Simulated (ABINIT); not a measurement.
**LiH (Fm-3m): G0W0 in ABINIT against the bands in the self-energy**

How does the gap of LiH (Fm-3m) converge in the bands in the self-energy?

Program: ABINIT 10.8.3. Level of theory: PBE and many-body steps on it, plane waves. Results are calculated unless marked as measured.

The database entry behind the starting cell differs from later determinations by our own check (the deuteride, about 0.2 % short), so it need not match the best structure at ambient conditions.

### Step 1. The structure

The structure is cubic, space group Fm-3m (No. 225). Conventional cell: a = 4.074 Å, b = 4.074 Å, c = 4.074 Å, α = 90.00°, β = 90.00°, γ = 90.00°. Nearest to Li lie 6 H at 2.04 Å. Nearest to H lie 6 Li at 2.04 Å. Farther neighbours are not listed.

As a file:

```cif
data_structure
_symmetry_space_group_name_H-M 'P 1'
_symmetry_Int_Tables_number 1
_cell_length_a 2.8804
_cell_length_b 2.8804
_cell_length_c 2.8804
_cell_angle_alpha 60.000
_cell_angle_beta 60.000
_cell_angle_gamma 60.000
_cell_volume 16.90
loop_
_atom_site_label
_atom_site_type_symbol
_atom_site_fract_x
_atom_site_fract_y
_atom_site_fract_z
_atom_site_occupancy
Li1 Li 0.00000 0.00000 0.00000 1
H2 H 0.50000 0.50000 0.50000 1
```

The cell and positions come from the Crystallography Open Database and are kept as given unless a step says otherwise.

### Step 2. Screening, 6×6×6 mesh, 110 bands, screening to 217.7 eV

This step: ABINIT 10.8.3; RPA screening on PBE, plane waves, norm-conserving pseudopotentials.

The RPA dielectric matrix is built and inverted for each q.

run.abi

```
acell 3*1.0 Angstrom
rprim 
  0.000000000000 2.036750000000 2.036750000000
  2.036750000000 -0.000000000000 2.036750000000
  2.036750000000 2.036750000000 -0.000000000000
ntypat 2
znucl 3 1
natom 2
typat 1 2
xred 
  0.000000000000 0.000000000000 0.000000000000
  0.500000000000 0.500000000000 0.500000000000
pp_dirpath "pseudos"
pseudos "Li.upf, H.upf"
ecut 33
ngkpt 6 6 6
nshiftk 1
shiftk 0 0 0
kptopt 1
chksymbreak 0
istwfk *1
occopt 1
irdwfk 1
optdriver 3
nband 110
ecuteps 8
inclvkb 2
awtr 1
symchi 1
indata_prefix "in"
outdata_prefix "out"
tmpdata_prefix "tmp"
```

Command:

```console
> OMP_NUM_THREADS=1 mpirun -n 4 abinit run.abi > log
```

What it wrote:

```text
.Version 10.8.3 of ABINIT. v10.8.2 released Aug 2026.

 Symmetries : space group Fm -3 m (#225); Bravais cF (face-center cubic)
[... echo of the input left out ...]
== DATASET  1 ==================================================================
-   mpi_nproc: 4, omp_nthreads: 1 (-1 if OMP is not activated)

--- !DatasetInfo
iteration_state: {dtset: 1, }
dimensions: {natom: 2, nkpt: 16, mband: 110, nsppol: 1, nspinor: 1, nspden: 1, mpw: 1056, }
cutoff_energies: {ecut:  33.0, pawecutdg:  -1.0, }
electrons: {nelect:   4.00000000E+00, charge:   0.00000000E+00, occopt:   1.00000000E+00, tsmear:   1.00000000E-02, }

 SCREENING: Calculation of the susceptibility and dielectric matrices

 Based on a program developped by R.W. Godby, V. Olevano, G. Onida, and L. Reining.
 Incorporated in ABINIT by V. Olevano, G.-M. Rignanese, and M. Torrent.
.Using double precision arithmetic ; gwpc =  8

[... cell and pseudopotentials left out ...]
--------------------------------------------------------------------------------

 ==== K-mesh for the wavefunctions ====
 Number of points in the irreducible wedge :    16
[... list of points left out ...]
 Together with 48 symmetry operations and time-reversal symmetry
 yields   216 points in the full Brillouin Zone.

 ==== Q-mesh for the screening function ====
 Number of points in the irreducible wedge :    16
[... list of points left out ...]
 Together with 48 symmetry operations and time-reversal symmetry
 yields   216 points in the full Brillouin Zone.

 setmesh: FFT mesh size selected  =    24x   24x   24
          total number of points  =        13824

 vcoul_init : cutoff-mode = AUXILIARY_FUNCTION
 q-points for optical limit:   1
     1)      0.000010    0.000020    0.000030

- screening: taking advantage of time-reversal symmetry
- Maximum band index for partially occupied states nbvw = 2
- Remaining bands to be divided among processors   nbcw = 108
- Number of bands treated by each node ~27

 Number of electrons calculated from density =    4.0000; Expected =    4.0000
 average of density, n =  0.035077
 r_s =    1.8951
 omega_plasma =   18.0662 [eV]

 calculating chi0 at frequencies [eV] :
  1    0.000000E+00    0.000000E+00
  2    0.000000E+00    1.806615E+01

--------------------------------------------------------------------------------
  q-point number  1        q = ( 0.000000, 0.000000, 0.000000) [r.l.u.]
--------------------------------------------------------------------------------
[... chi0 elements left out ...]
 For q-point:  0.000010 0.000020 0.000030
  dielectric constant =   4.1825
  dielectric constant without local fields =   4.5879

  Average fulfillment of the sum rule on Im[epsilon] for q-point    1 :     94.81  [%]
[... wings left out ...]
  q-point number  2        q = ( 0.166667, 0.000000, 0.000000) [r.l.u.]
--------------------------------------------------------------------------------
[... chi0 elements left out ...]
  Average fulfillment of the sum rule on Im[epsilon] for q-point    2 :    100.60  [%]

 [... 14 further q-points ...]
```

It took 38 s on 4 MPI ranks of Arm Neoverse N1, shared host; peak memory 0.75 GiB; 2.6 min of CPU time.

This step gave:

```
ε∞ with local fields, on this mesh, along the program's q direction : 4.183
the same without local fields                                       : 4.588
plasma frequency                                                    : 18.07 eV
plane waves in the screening matrix                                 : 137
```

Local fields lower ε∞ by 9 %.

### Step 3. 10 bands

This step: G0W0 on PBE, plane waves, norm-conserving pseudopotentials.

Changes to run.abi since step 2:

```diff
@@ -23,8 +23,17 @@
 irdwfk 1
-optdriver 3
-nband 110
+optdriver 4
+nband 10
+gwcalctyp 0
+ecutsigx 33
+symsigma 1
+nkptgw 2
+kptgw 
+  0.5000000000 0.5000000000 0.0000000000
+  0.0000000000 0.0000000000 0.0000000000
+bdgw 
+  1 5
+  1 6
 ecuteps 8
-inclvkb 2
-awtr 1
-symchi 1
+irdscr 1
+ppmodel 1
 indata_prefix "in"
```

What it wrote:

```text
.Version 10.8.3 of ABINIT. v10.8.2 released Aug 2026.

 Symmetries : space group Fm -3 m (#225); Bravais cF (face-center cubic)
[... echo of the input left out ...]
== DATASET  1 ==================================================================
-   mpi_nproc: 4, omp_nthreads: 1 (-1 if OMP is not activated)

--- !DatasetInfo
iteration_state: {dtset: 1, }
dimensions: {natom: 2, nkpt: 16, mband: 10, nsppol: 1, nspinor: 1, nspden: 1, mpw: 1056, }
cutoff_energies: {ecut:  33.0, pawecutdg:  -1.0, }
electrons: {nelect:   4.00000000E+00, charge:   0.00000000E+00, occopt:   1.00000000E+00, tsmear:   1.00000000E-02, }

 SIGMA: Calculation of the GW corrections

 Based on a program developped by R.W. Godby, V. Olevano, G. Onida, and L. Reining.
 Incorporated in ABINIT by V. Olevano, G.-M. Rignanese, and M. Torrent.
.Using double precision arithmetic ; gwpc =  8

[... cell and pseudopotentials left out ...]
--------------------------------------------------------------------------------

 ==== K-mesh for the wavefunctions ====
 Number of points in the irreducible wedge :    16
[... list of points left out ...]
 Together with 48 symmetry operations and time-reversal symmetry
 yields   216 points in the full Brillouin Zone.

 ==== Q-mesh for screening function ====
 Number of points in the irreducible wedge :    16
[... list of points left out ...]
 Together with 48 symmetry operations and time-reversal symmetry
 yields   216 points in the full Brillouin Zone.

 vcoul_init : cutoff-mode = AUXILIARY_FUNCTION
 q-points for optical limit:   1
     1)      0.000010    0.000020    0.000030
 setmesh: FFT mesh size selected  =    30x   30x   30
          total number of points  =        27000

 Number of electrons calculated from density =    4.0000; Expected =    4.0000
 average of density, n =  0.035077
 r_s =    1.8951
 omega_plasma =   18.0662 [eV]

 === KS Band Gaps ===
  >>>> For spin  1
   Minimum direct gap =   3.0221 [eV], located at k-point      :   0.5000  0.5000  0.0000
   Fundamental gap    =   3.0221 [eV], Top of valence bands at :   0.5000  0.5000  0.0000
                                       Bottom of conduction at :   0.5000  0.5000  0.0000
 SIGMA fundamental parameters:
 PLASMON POLE MODEL  1
 number of plane-waves for SigmaX                 1037
 number of plane-waves for SigmaC and W            137
 number of plane-waves for wavefunctions          1037
 number of bands                                    10
 number of independent spin polarizations            1
 number of spinorial components                      1
 number of k-points in IBZ                          16
 number of q-points in IBZ                          16
 number of symmetry operations                      48
 number of k-points in BZ                          216
 number of q-points in BZ                          216
 number of frequencies for dSigma/dE                 9
 frequency step for dSigma/dE [eV]                0.25
 number of omega for Sigma on real axis              0
 max omega for Sigma on real axis  [eV]           0.00
 zcut for avoiding poles [eV]                     0.10

 EPSILON^-1 parameters (SCR file):
 dimension of the eps^-1 matrix on file            137
 dimension of the eps^-1 matrix used               137
 number of plane-waves for wavefunctions          1037
 number of bands                                   110
 number of q-points in IBZ                          16
 number of frequencies                               2
 number of real frequencies                          1
 number of imag frequencies                          1

 matrix elements of self-energy operator (all in [eV])

 Perturbative Calculation

--- !SelfEnergy_ee
iteration_state: {dtset: 1, }
kpoint     : [   0.500,    0.500,    0.000, ]
spin       : 1
KS_gap     :    3.022
QP_gap     :    4.743
Delta_QP_KS:    1.721
data: !SigmaeeData |
     Band     E0 <VxcDFT>   SigX SigC(E0)      Z dSigC/dE  Sig(E)    E-E0       E
        1 -44.599 -25.708 -39.768   5.782   0.771  -0.297 -32.091  -6.383 -50.981
        2  -0.348 -11.307 -14.604   2.117   0.775  -0.290 -12.222  -0.914  -1.263
        3   2.674  -7.646  -3.654  -3.000   0.813  -0.230  -6.840   0.807   3.481
        4  10.239  -8.235  -2.665  -3.964   0.787  -0.271  -6.972   1.263  11.502
        5  10.239  -8.235  -2.665  -3.964   0.787  -0.271  -6.972   1.263  11.502

--- !SelfEnergy_ee
iteration_state: {dtset: 1, }
kpoint     : [   0.000,    0.000,    0.000, ]
spin       : 1
KS_gap     :   20.729
QP_gap     :   23.343
Delta_QP_KS:    2.614
data: !SigmaeeData |
     Band     E0 <VxcDFT>   SigX SigC(E0)      Z dSigC/dE  Sig(E)    E-E0       E
        1 -44.649 -25.626 -39.706   5.759   0.767  -0.303 -32.011  -6.386 -51.034
        2  -5.602  -9.916 -15.613   3.755   0.714  -0.401 -11.302  -1.386  -6.987
        3  15.128 -11.719  -4.658  -5.227   0.670  -0.493 -10.490   1.228  16.356
        4  17.057  -8.963  -2.437  -4.585   0.704  -0.420  -7.597   1.367  18.423
        5  17.057  -8.963  -2.437  -4.585   0.704  -0.420  -7.597   1.367  18.423
        6  17.057  -8.963  -2.437  -4.585   0.704  -0.420  -7.597   1.367  18.423

== END DATASET(S) ==============================================================
================================================================================

 -outvars: echo values of variables after computation  --------
           etotal      0.0000000000E+00
            nband          10
             nkpt          16
          spgroup         225
 [... the other variables as echoed above ...]

 Calculation completed.
```

Wall time 3.7 s (4 MPI ranks); peak memory 0.45 GiB; 14 s of CPU time.

This step gave:

* G0W0 gap on the points computed: 4.744 eV
* starting gap on the mesh: 3.022 eV
* k of the valence top: 0.5, 0.5, 0
* k of the conduction bottom: 0.5, 0.5, 0
* Z at the valence top: 0.775
* Z at the conduction bottom: 0.813
* least direct G0W0 gap on the computed points: 4.744 eV

### Step 4. 11 bands

Changes to run.abi since step 3:

```diff
@@ -24,3 +24,3 @@
 optdriver 4
-nband 10
+nband 11
 gwcalctyp 0
```

What it wrote:

```text
.Version 10.8.3 of ABINIT. v10.8.2 released Aug 2026.

 Symmetries : space group Fm -3 m (#225); Bravais cF (face-center cubic)
[... echo of the input left out ...]
== DATASET  1 ==================================================================
-   mpi_nproc: 4, omp_nthreads: 1 (-1 if OMP is not activated)

--- !DatasetInfo
iteration_state: {dtset: 1, }
dimensions: {natom: 2, nkpt: 16, mband: 11, nsppol: 1, nspinor: 1, nspden: 1, mpw: 1056, }
cutoff_energies: {ecut:  33.0, pawecutdg:  -1.0, }
electrons: {nelect:   4.00000000E+00, charge:   0.00000000E+00, occopt:   1.00000000E+00, tsmear:   1.00000000E-02, }

 SIGMA: Calculation of the GW corrections

 Based on a program developped by R.W. Godby, V. Olevano, G. Onida, and L. Reining.
 Incorporated in ABINIT by V. Olevano, G.-M. Rignanese, and M. Torrent.
.Using double precision arithmetic ; gwpc =  8

[... cell and pseudopotentials left out ...]
--------------------------------------------------------------------------------

 ==== K-mesh for the wavefunctions ====
 Number of points in the irreducible wedge :    16
[... list of points left out ...]
 Together with 48 symmetry operations and time-reversal symmetry
 yields   216 points in the full Brillouin Zone.

 ==== Q-mesh for screening function ====
 Number of points in the irreducible wedge :    16
[... list of points left out ...]
 Together with 48 symmetry operations and time-reversal symmetry
 yields   216 points in the full Brillouin Zone.

 vcoul_init : cutoff-mode = AUXILIARY_FUNCTION
 q-points for optical limit:   1
     1)      0.000010    0.000020    0.000030
 setmesh: FFT mesh size selected  =    30x   30x   30
          total number of points  =        27000

 Number of electrons calculated from density =    4.0000; Expected =    4.0000
[...]
number of omega for Sigma on real axis              0
 max omega for Sigma on real axis  [eV]           0.00
 zcut for avoiding poles [eV]                     0.10

 EPSILON^-1 parameters (SCR file):
 dimension of the eps^-1 matrix on file            137
 dimension of the eps^-1 matrix used               137
 number of plane-waves for wavefunctions          1037
 number of bands                                   110
 number of q-points in IBZ                          16
 number of frequencies                               2
 number of real frequencies                          1
 number of imag frequencies                          1

 matrix elements of self-energy operator (all in [eV])

 Perturbative Calculation

--- !SelfEnergy_ee
iteration_state: {dtset: 1, }
kpoint     : [   0.500,    0.500,    0.000, ]
spin       : 1
KS_gap     :    3.022
QP_gap     :    4.760
Delta_QP_KS:    1.738
data: !SigmaeeData |
     Band     E0 <VxcDFT>   SigX SigC(E0)      Z dSigC/dE  Sig(E)    E-E0       E
        1 -44.599 -25.708 -39.768   5.765   0.771  -0.297 -32.103  -6.395 -50.994
        2  -0.348 -11.307 -14.604   2.052   0.774  -0.291 -12.271  -0.964  -1.312
        3   2.674  -7.646  -3.654  -3.040   0.812  -0.231  -6.872   0.774   3.448
[...]
--- !SelfEnergy_ee
iteration_state: {dtset: 1, }
kpoint     : [   0.000,    0.000,    0.000, ]
spin       : 1
KS_gap     :   20.729
QP_gap     :   23.308
Delta_QP_KS:    2.578
data: !SigmaeeData |
     Band     E0 <VxcDFT>   SigX SigC(E0)      Z dSigC/dE  Sig(E)    E-E0       E
[...]
5  17.057  -8.963  -2.437  -4.717   0.702  -0.424  -7.693   1.270  18.327
        6  17.057  -8.963  -2.437  -4.717   0.702  -0.424  -7.693   1.270  18.327

== END DATASET(S) ==============================================================
================================================================================

 -outvars: echo values of variables after computation  --------
           etotal      0.0000000000E+00
            nband          11
             nkpt          16
          spgroup         225
 [... the other variables as echoed above ...]

 Calculation completed.
```

The job ended after 3.7 s (4 MPI ranks; peak memory 0.45 GiB; 15 s of CPU time).

Numbers from this step:

| Quantity | Value |
| --- | --- |
| G0W0 gap on the points computed | 4.76 eV |
| starting gap on the mesh | 3.022 eV |
| k of the valence top | 0.5, 0.5, 0 |
| k of the conduction bottom | 0.5, 0.5, 0 |
| Z at the valence top | 0.774 |
| Z at the conduction bottom | 0.812 |
| least direct G0W0 gap on the computed points | 4.76 eV |

[end of part 1 of 2]

[Paths, hosts, dates, memory and timing lines, banners, echoed tables and standing remarks are left out of the program output.]

[Logs are printed without paths, hosts, clocks, repeated set-up lines and the standing remarks that a program may print on its own settings, such as how far it seeks lower states.]

[Runs of the session that timed out or met a known fault of the program may be left out.]

[Hosts, paths, dates, database ids (printed as entryN), source tags and the programs' standing remarks are cut or masked in the printed files.]

[G0W0 gaps are taken among the corrected bands and points alone; a level outside them can change the order at an edge.]

[Where Ansatz stands beside ABINIT at settings called matched, ABINIT's density can come from a denser mesh and the files from another edition; pairs whose starting gaps differed by over 0.03 eV were left out, so agreement reads better than it is.]
